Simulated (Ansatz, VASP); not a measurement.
One calculation of Nb, two programs

```
Nb
1.0
     0.00000    2.01027    2.01027
     2.01027    0.00000    2.01027
     2.01027    2.01027    0.00000
Nb
1
Direct
  0.00000 0.00000 0.00000
```

Alike in both runs: task single point; functional PBEsol; k mesh 18 × 18 × 18; occupations gaussian, width 0.1 eV; no spin polarisation.

```csv
,VASP,Ansatz
version,VASP 6.6.1,Ansatz 0.2.0
potentials or method,"VASP PAW PBE potentials, release 64 (Nb_sv)","scalar-relativistic, plane waves, PAW"
plane-wave cutoff (eV),520,420
valence electrons in the cell,13,13
```

|  | VASP | Ansatz | Ansatz less VASP |
| --- | --- | --- | --- |
| gap on the k mesh at the Fermi level (eV) | none | none | - |
| pressure (GPa) | 22.9 | 23.3 | +0.33 |

A gap of «none» marks a metal or a gap that the smearing closes.

Caveats: so large a pressure means that the cell lies far from this level's equilibrium, or that cutoff or potentials fall short (VASP); the potentials were made for another functional, which shifts forces and pressure (VASP).
